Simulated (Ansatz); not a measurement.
# Preparing GaN (P6_3mc) as a host crystal

Aim: the runs on the perfect crystal GaN (P6_3mc) that a defect calculation needs first.

Program: Ansatz 0.2.0. Level of theory: plane-wave PAW DFT, r2SCAN; relaxation of the host's cell and atoms; PAW set soft_1, in the first sound run; inputs show where later runs differ. Results are calculated unless marked as measured.

## 1. Starting point

Symmetry: P6_3mc, No. 186, hexagonal system. Conventional cell: a = 3.189 Å, b = 3.189 Å, c = 5.192 Å, α = 90.00°, β = 90.00°, γ = 120.00°. Nearest to Ga lie 4 N at 1.95 to 1.96 Å. Nearest to N lie 4 Ga at 1.95 to 1.96 Å. Farther neighbours and most contacts between anions are not listed.

## 2. Host cell relaxation

Cell and atoms are relaxed together, until forces and stress fall under their thresholds.

cell/input.yaml

```yaml
crystal:
  lattice:
    - [3.1889304, 0.0, 0.0]
    - [-1.5944652, 2.7616947, 0.0]
    - [0.0, 0.0, 5.1923572]
  atoms:
    - { symbol: Ga, position: [0.66666667, 0.33333333, 0.49908371] }
    - { symbol: Ga, position: [0.33333333, 0.66666667, 0.99908371] }
    - { symbol: "N", position: [0.66666667, 0.33333333, 0.87591629] }
    - { symbol: "N", position: [0.33333333, 0.66666667, 0.37591629] }
basis:
  ecutwfc: 500
  xc_grid: 2
hamiltonian:
  xc: r2scan
  pseudopotentials: { kind: paw, azcp: { folder: soft_1 } }
kpoints:
  mp_grid: { grid: [10, 10, 6] }
scf:
  occupations: { method: fixed }
  max_iter: 100
relax:
  f_tol: 0.005
  max_steps: 60
  cell: {}
output:
  forces: true
  stress: true
checkpoint:
  write: "../cell.run"
  compress: false
  write_wavefunctions: false
  write_every: 100000
```

The run is started by

```bash
$ ansatz run input.yaml --threads 32 --pin off --max-ram 84787MiB --backend cuda --events-out ev --progress --plain --runs-dir out --max-vram 78GiB
```

Numbers of over 12 decimals in the logs are rounded to 6 here.

The program printed:

```text
[... repeated set-up lines and file paths are left out, and long positions are rounded to six places ...]
Engine: ansatz 0.2.0, aarch64-unknown-linux-gnu
Pseudopotentials: kind: paw
Pseudopotential: Ga, paw, valence charge 13, recommended cutoff 500 eV (meta_gga), soft_1/Ga.paw.azcp
Pseudopotential: N, paw, valence charge 5, recommended cutoff 500 eV (meta_gga), soft_1/N.paw.azcp
Functional definition: r2SCAN
  parameter k0 = 0.174
  parameter k1 = 0.065
  parameter a1 = 4.9479
  exchange = r2scan_x(k0 = k0, k1 = k1, a1 = a1)
  correlation = r2scan_c
[...]
Crystal: 4 atoms, lattice volume = 45.728 Å³
Basis set: ecut = 500 eV, 1141 PW (Γ), exchange–correlation on 48×48×80 points (8 copies of the dense FFT grid, shifted against one another)
Bands: 22, of which v1, the nominal top of the filled ones, is band 18 counted from 1 (17 counted from 0)
Symmetry: 12 space group operations
Space group: P63mc (ITA 186), of the structure as read, at distance tolerance 3.6e-5 Å
k-points: 56 of 600 (time reversal used)
Non-local potential: Ga, projectors of the file, l = 0: 2, l = 1: 2, l = 2: 3, l = 3: 1
Non-local potential: N, projectors of the file, l = 0: 2, l = 1: 2, l = 2: 1
PAW form: soft (Blöchl's): semilocal exchange-correlation on the pseudo side does not see the compensation charge
PAW frozen core: Ga, regenerated for the run's functional (the file was generated under x = pbe(κ = 0.804, μ = 0.219515), c = pbe(β = 0.066725))
PAW frozen core: N, regenerated for the run's functional (the file was generated under x = pbe(κ = 0.804, μ = 0.219515), c = pbe(β = 0.066725))
PAW one-centre angular grid: Ga, 590 points (default); XC on 160 Gauss nodes
PAW one-centre angular grid: N, 302 points (default); XC on 160 Gauss nodes
Initial density: superposition of atomic densities (chi_scale 0.1, normalization cell, long waves kept (reshape's long-wave potential 0.00 eV rms))
Initial wavefunctions: pseudopotential atomic-orbital guess
[...]
Functional: x = r2scan, c = r2scan; τ floored in thin density (d = 2e-4 eV/Å³)
SCF iter   1: F=—  HF=-8353.733452 eV  |Δ(HF+E_count)|=         —  Δρ=1.16e-1  dr2=4.92e0  dr2_τ=5.70e-1  Hψ=4387
preconditioner: auto → Resta (q_TF=auto, 2.622 Å⁻¹)  ε∞=4.4  [insulator: Δε(μ)=2.869 eV  Ē_g=17.848 eV  n_scr=22 (ndim 8)  ℏωp=32.9 eV  f_vac=0.000  ε∞_Penn≈4.4]
SCF iter   2: F=—  HF=-8352.706502 eV  |Δ(HF+E_count)|=    1.03e0  Δρ=5.17e-2  dr2=6.81e-1  dr2_τ=7.33e-2  Hψ=2873
[...]
SCF iter   9: F=-8352.779862 eV  HF=-8352.779862 eV  |Δ(HF+E_count)|=   5.47e-8  Δρ=5.82e-6  dr2=1.24e-8  dr2_τ=2.01e-10  Hψ=4428
SCF 1 converged in 9 iterations: F = -8352.779862 eV  dr2 = 1.24e-8
  greatest PAW one-centre occupation: 0.994 electrons in one spin orbital (limit 2), on the Ga atom at site 1 (counted from 0), in its partial waves of l = 2
relax step   1: F+E_penalty+E_count = -8352.77986169 eV  Δ(F+E_penalty+E_count) = +0.000e0 eV  max|allowed force component| = 1.081e-3 eV/Å  Δτ_max = 0.0000 Å  P = -1.004 GPa  Ω = 45.728 Å³  (9 SCF iters, dr2 threshold 1.00e-7 eV, accepted)
[... the SCF cycles and remarks between the steps are left out from here to the last step ...]
relax step   2: F+E_penalty+E_count = -8352.78059366 eV  Δ(F+E_penalty+E_count) = -7.320e-4 eV  max|allowed force component| = 9.540e-4 eV/Å  Δτ_max = 0.0001 Å  P = -0.386 GPa  Ω = 45.582 Å³  energy of the carried Pulay correction = +9.690e-5 eV  (5 SCF iters, dr2 threshold 4.00e-7 eV, accepted)
relax step   3: F+E_penalty+E_count = -8352.78076222 eV  Δ(F+E_penalty+E_count) = -1.686e-4 eV  max|allowed force component| = 4.761e-4 eV/Å  Δτ_max = 0.0001 Å  P = +0.005 GPa  Ω = 45.491 Å³  energy of the carried Pulay correction = +1.573e-4 eV  (4 SCF iters, dr2 threshold 3.76e-7 eV, accepted)
[...]
iter 1 solved again at ethr=2.23e-8 eV; its pass at ethr=3.10e-3 eV (dr2=8.02e-6 eV) is discarded
SCF iter   1: F=—  HF=-8352.780473 eV  |Δ(HF+E_count)|=         —  Δρ=3.26e-5  dr2=3.09e-7  dr2_τ=5.56e-8  Hψ=8233
[...]
SCF iter   2: F=—  HF=-8352.780591 eV  |Δ(HF+E_count)|=   1.17e-4  Δρ=1.83e-5  dr2=1.13e-7  dr2_τ=5.87e-9  Hψ=2394
SCF iter   3: F=—  HF=-8352.780591 eV  |Δ(HF+E_count)|=   5.15e-8  Δρ=9.39e-6  dr2=2.29e-8  dr2_τ=7.03e-10  Hψ=1789
SCF iter   4: F=—  HF=-8352.780591 eV  |Δ(HF+E_count)|=   8.39e-9  Δρ=1.28e-6  dr2=5.29e-10  dr2_τ=7.98e-11  Hψ=2218
SCF iter   5: F=-8352.780591 eV  HF=-8352.780591 eV  |Δ(HF+E_count)|=  2.71e-10  Δρ=3.15e-7  dr2=3.97e-11  dr2_τ=3.53e-12  Hψ=6115
SCF 4 converged in 5 iterations: F = -8352.780591 eV  dr2 = 3.97e-11
relax step   4: F+E_penalty+E_count = -8352.78059064 eV  Δ(F+E_penalty+E_count) = +1.716e-4 eV  max|allowed force component| = 5.026e-4 eV/Å  Δτ_max = 0.0000 Å  P = +0.004 GPa  Ω = 45.491 Å³  stress off target by 4.57e-3 GPa  SCF on the basis re-selected at this cell (its energy is not comparable with the rows above)  (5 SCF iters)
basis re-selected at this cell: Δ(F+E_penalty+E_count) = +1.716e-4 eV, ΔP = -0.001 GPa vs the last step (what re-selecting the basis moved, of the pressure what is left beyond the Pulay correction that the steps carried, after the strain that the cell walked [...]
SCF converged after 5 iterations
Free energy (F): -8352.780591 eV
Harris-Foulkes:  -8352.780591 eV  (|F-HF|=5.46e-12)
Internal energy: -8352.780591 eV  (E = F + TS)
E sigma→0 (E₀):  -8352.780591 eV
Fermi energy:    9.470439 eV
--- Per-component energies (eV) ---
  E_band       = -29.933864
  E_kinetic    = 481.168783
  E_local      = -2831.924578  (includes V_loc(G=0)·N_el)
  E_nonlocal   = -105.946459
  E_hartree    = 1798.202297
  E_xc         = -231.725242
  E_vxc        = -280.053635  (∫ρ·V_xc dr)
  E_paw        = -4283.182559  (= ΣΔE_a)
  E_vpaw       = -904.838753  (= ΣTr[D̂ρ^β])
  E_aug_tail   = 0.000047  (compensation charges beyond the density's cutoff)
  E_vtau       = 15.256407  (kinetic-family band-sum trace: ∫τ·v_τ [+ j·A + Jᵃ·Aᵃ] dr)
  E_ewald      = -3178.007619
  E_core_change = -1.365260  (= ΣΔE_core)
  E_smearing   = -0.000000  (= −TS)
  E_closure    = -0.000000  (closes the sum)
  Σ components = -8352.780591   (vs F -8352.780591, Δ=0.00e0)
--- Forces (eV/Å), atoms counted from 1 ---
  atom   1  Ga    -0.00000000    -0.00000000     0.00068659
  atom   2  Ga    -0.00000000     0.00000000     0.00068659
  atom   3  N      0.00000000     0.00000000    -0.00031868
  atom   4  N      0.00000000    -0.00000000    -0.00031868
  max |Σ_I F_I| component: 7.36e-4 eV/Å
--- Stress (GPa, compression-positive) ---
        0.004568       0.000000       0.000000
       -0.000000       0.004568       0.000000
        0.000000       0.000000       0.001914
  P = ⅓ Tr σ = 0.0037 GPa (0.037 kbar)
--- Band table (eV; the first three rows and the last of 56) ---
  k-point 0: bands = ["-7.3415", "-6.3578", "-4.4062", "-4.3910", "-4.3910", "-4.3238", "-4.3238", "-4.1119", "-4.1119", "-4.0142", [... rest cut ...]
  k-point 1: bands = ["-7.2607", "-6.3985", "-4.3889", "-4.3889", "-4.3821", "-4.3306", "-4.3306", "-4.1031", "-4.1031", "-4.0186", [... rest cut ...]
--- Relaxed structure (3 steps of the walk, 3 accepted, 1 SCFs on fresh bases) ---
  F+E_penalty+E_count = -8352.78059064 eV   max|allowed force component| = 5.026e-4 eV/Å   (the final SCF, on the basis selected at the relaxed cell)
  cell:  # Å, volume = 45.4914 Å³
    - [3.183273, 0.0, 0]
    - [-1.591636, 2.756795, -1.7456915312936015e-19]
    - [0, -3.282134672698873e-19, 5.183832]
  atoms:
    - { symbol: Ga, position: [0.666667, 0.333333, 0.499106] }
    - { symbol: Ga, position: [0.333333, 0.666667, 0.999106] }
    - { symbol: N, position: [0.666667, 0.333333, 0.875894] }
    - { symbol: N, position: [0.333333, 0.666667, 0.375894] }
```

The job ended after 3.4 s (1 × NVIDIA GB200 with 32 threads of Arm Neoverse V2, shared host; peak memory 0.95 GiB; 7.7 s of CPU time).

Step by step:

```
step  energy less that of the first step (eV)  largest force component (eV/Å)  pressure (GPa)  volume (Å³)
   1                                   0.0000                          0.0011           -1.00        45.73
   2                                  -0.0007                          0.0010           -0.39        45.58
   3                                  -0.0009                          0.0005            0.00        45.49
  4*                                  -0.0007                          0.0005            0.00        45.49
```

Relaxation steps marked * repeat the geometry before them on a plane-wave basis chosen anew for their cell, so energy and pressure can jump there.

Forces are held to the 12 operations that the run works with; a distortion that breaks them can't arise in this run.

```
conventional cell, symmetrised  before  after  change
                         a (Å)   3.189  3.183  -0.2 %
                         b (Å)   3.189  3.183  -0.2 %
                         c (Å)   5.192  5.184  -0.2 %
              volume (Å³/atom)   11.43  11.37  -0.5 %
```

Final coordinates:

```xyz
4
Lattice="3.1833 0.0000 0.0000 -1.5916 2.7568 0.0000 0.0000 0.0000 5.1838" Properties=species:S:1:pos:R:3 pbc="T T T"
Ga    1.5917    0.9189    2.5873
Ga    0.0000    1.8379    5.1792
N     1.5917    0.9189    4.5405
N     0.0000    1.8379    1.9486
```

This step gave:

```
pressure : 0.003683 GPa
```

## 3. Dielectric tensors of the host

The response to a uniform electric field gives the electronic dielectric tensor.

This step: plane-wave PAW DFPT, PBEsol; dielectric tensors, Born charges and zone-centre modes of the host; PAW set soft_1 (Ansatz 0.2.0).

eps/input.yaml

```yaml
crystal:
  lattice:
    - [3.1832726057, 0.0, 0.0]
    - [-1.5916363029, 2.7567949437, 0.0]
    - [0.0, 0.0, 5.1838317307]
  atoms:
    - { symbol: Ga, position: [0.6666666667, 0.3333333333, 0.4991062363] }
    - { symbol: Ga, position: [0.3333333333, 0.6666666667, 0.9991062363] }
    - { symbol: "N", position: [0.6666666667, 0.3333333333, 0.8758937637] }
    - { symbol: "N", position: [0.3333333333, 0.6666666667, 0.3758937637] }
basis:
  ecutwfc: 420
hamiltonian:
  xc: pbesol
  pseudopotentials: { kind: paw, azcp: { folder: soft_1 }, xc_functional: pbe }
kpoints:
  mp_grid: { grid: [9, 9, 5] }
scf:
  occupations: { method: fixed }
  max_iter: 100
phonons:
  method: dfpt
  dielectric: true
  rigid_motions: translations
```

The program printed:

```text
[...]
Crystal: 4 atoms, lattice volume = 45.491 Å³
Basis set: ecut = 420 eV, 893 PW (Γ), exchange–correlation on 48×48×72 points (8 copies of the dense FFT grid, shifted against one another)
Bands: 22, of which v1, the nominal top of the filled ones, is band 18 counted from 1 (17 counted from 0)
Symmetry: 12 space group operations
k-points: 115 of 405 (irreducible under 2 space group operations, time reversal used)
[...]
SCF iter   1: F=—  HF=-8246.860112 eV  |Δ(HF+E_count)|=         —  Δρ=1.04e-1  dr2=4.20e0  Hψ=9075
[...]
SCF iter   2: F=—  HF=-8245.823215 eV  |Δ(HF+E_count)|=    1.04e0  Δρ=4.56e-2  dr2=5.02e-1  Hψ=4926
[...]
SCF iter  10: F=-8245.700331 eV  HF=-8245.700331 eV  |Δ(HF+E_count)|=  7.33e-10  Δρ=3.50e-7  dr2=4.06e-11  Hψ=15768
SCF 1 converged in 10 iterations: F = -8245.700331 eV  dr2 = 4.06e-11
[...]
the response reads at least the filled bands of the reference SCF and the lowest empty band at each k-point, and that SCF's band table does not vouch for those bands. The notice of the band table in this run's record says why
[...]
NSCF: frozen V_eff on 1 k-points
[...]
NSCF: frozen V_eff on 36 k-points, pencils in batches of 32, up to order 88
[...]
DFPT response loops at q = (0, 0, 0) (fractional): preconditioner auto → Resta (q_TF=auto, 2.624 Å⁻¹)  ε∞=5.7 (no band partly filled); β = 1.00, the filter's whole step (`scf.mixing.beta` (0.50) is not read by the response loops at its default; [...]
[...]
DFPT response loops at Γ: preconditioner auto → Resta (q_TF=auto, 2.624 Å⁻¹)  ε∞=5.7 (no band partly filled); β = 1.00, the filter's whole step (`scf.mixing.beta` (0.50) is not read by the response loops at its default; [...]
── the response to a field inside a basis, on 12×12×8 k-points: an SCF that follows is theirs, and a resumed run solves both again ──
[...]
Bands: 19, of which v1, the nominal top of the filled ones, is band 18 counted from 1 (17 counted from 0)
k-points: 168 of 1152 (irreducible under 4 space group operations, time reversal used)
[...]
Eigensolver: Dense (168 Hₖ)
SCF iter   1: F=—  HF=-8245.697695 eV  |Δ(HF+E_count)|=         —  Δρ=3.48e-4  dr2=1.64e-5
[...]
SCF iter   4: F=-8245.697694 eV  HF=-8245.697694 eV  |Δ(HF+E_count)|=   1.84e-6  Δρ=1.07e-5  dr2=2.57e-8
SCF 1 converged in 4 iterations: F = -8245.697694 eV  dr2 = 2.57e-8
[...]
WARN: field response: ε∞ stands inside a basis, on 12×12×8 points; [...]
SCF converged after 10 iterations
Free energy (F): -8245.700331 eV
[...]
Internal energy: -8245.700331 eV  (E = F + TS)
E sigma→0 (E₀):  -8245.700331 eV
Fermi energy:    9.608008 eV
[...]
--- Band table (eV; the first three rows and the last of 115) ---
[...]
--- Phonons (Γ-DFPT): 4 representative perturbations + reference (Σ response iterations 22) ---
  k mesh reduced under 2 symmetry operations, with k and −k counted as one. Each operation leaves every solved perturbation unchanged. A smaller set is not considered because the run solves the response to a homogeneous field
  ASR residual: 2.026e-4 → 0.000e0 eV/Å²; symmetrization residual: 2.001e-9 eV/Å²
  ASR residual per site (eV/Å²): 1.69e-4 1.69e-4 2.03e-4 2.03e-4
  Γ frequencies (cm⁻¹): 0.00 0.00 0.00 136.49 136.49 326.87 520.93 544.14 544.14 552.78 552.78 677.09
  ε∞ (high-frequency dielectric tensor):
        5.833686    -0.000000    -0.000000
       -0.000000     5.833686     0.000000
       -0.000000     0.000000     6.016055
  ε⁰ (static dielectric tensor: ions relaxed, cell fixed):
       10.099291    -0.000000    -0.000000
       -0.000000    10.099291     0.000000
       -0.000000     0.000000    11.187370
  ε⁰ − ε∞ (ionic part):
        4.265605    -0.000000     0.000000
       -0.000000     4.265605     0.000000
        0.000000     0.000000     5.171315
  softest optical mode at Γ: 136.49 cm⁻¹; the repairs (sum rule, projections) moved no ω² at Γ by more than (1.98 cm⁻¹)²
  Born effective charges Z* (e; rows j = field, columns β = displacement):
    site 0:
         2.60952   -0.00000   -0.00000
        -0.00000    2.60952    0.00000
        -0.00000    0.00000    2.75066
    site 1:
         2.60952   -0.00000   -0.00000
        -0.00000    2.60952    0.00000
        -0.00000    0.00000    2.75066
    site 2:
        -2.60952    0.00000    0.00000
         0.00000   -2.60952   -0.00000
         0.00000   -0.00000   -2.75066
    site 3:
        -2.60952    0.00000    0.00000
         0.00000   -2.60952   -0.00000
         0.00000   -0.00000   -2.75066
  Z* charge neutrality: 2.574e-3 e pre-enforcement
  solved inside a basis spanned on kpoints, on 12×12×8 k-points, its susceptibility summed on 18×18×10: ε∞ is read to err by 1.7e-2, Z* by 1.5e-2 e (field_mesh: kpoints solves on kpoints); Z* is corrected for what the basis lacks
  optical modes at Γ without the LO–TO term, one row a degenerate level:
      ω (cm⁻¹)  modes    IR ((D/Å)²/amu)
        136.49      2             0.0000
        326.87      1             0.0000
        520.93      1            29.9312
        544.14      2            53.8771
        552.78      2             0.0000
        677.09      1             0.0000
  optical modes at Γ + LO–TO along q̂ = [1.0000, 0.0000, 0.0000]:
      ω (cm⁻¹)  modes    IR ((D/Å)²/amu)
        136.49      2             0.0000
        326.87      1             0.0000
        520.93      1            29.9312
        544.14      1            26.9385
        552.78      2             0.0000
        677.09      1             0.0000
        715.96      1            26.9385
  optical modes at Γ + LO–TO along q̂ = [0.0000, 1.0000, 0.0000]:
      ω (cm⁻¹)  modes    IR ((D/Å)²/amu)
        136.49      2             0.0000
        326.87      1             0.0000
        520.93      1            29.9312
        544.14      1            26.9385
        552.78      2             0.0000
        677.09      1             0.0000
        715.96      1            26.9385
  optical modes at Γ + LO–TO along q̂ = [0.0000, 0.0000, 1.0000]:
      ω (cm⁻¹)  modes    IR ((D/Å)²/amu)
        136.49      2             0.0000
        326.87      1             0.0000
        544.14      2            53.8771
        552.78      2             0.0000
        677.09      1             0.0000
        710.37      1            29.9312
```

Run time: 13 s. Hardware: 1 × NVIDIA GB200 with 32 threads; peak memory 2 GiB.

Electronic dielectric tensor:

```
5.83 0.00 0.00
0.00 5.83 0.00
0.00 0.00 6.02
```

Static dielectric tensor:

```
10.10  0.00  0.00
 0.00 10.10  0.00
 0.00  0.00 11.19
```

The principal values of the electronic dielectric tensor are 5.83, 5.83 and 6.02. The principal values of the static dielectric tensor are 10.10, 10.10 and 11.19.

(Continued in part 2 of 3.)

[Logs are printed without paths, hosts, clocks, repeated set-up lines and the standing remarks that a program may print on its own settings, such as how far it seeks lower states.]

[Hosts, paths, dates, database ids (printed as entryN), source tags and the programs' standing remarks are cut or masked in the printed files.]

[Runs of the host that timed out are not shown.]

[For some hosts the program warned that the k-mesh of the response run may be too coarse for force constants and the static dielectric constant; such warnings are not always shown.]
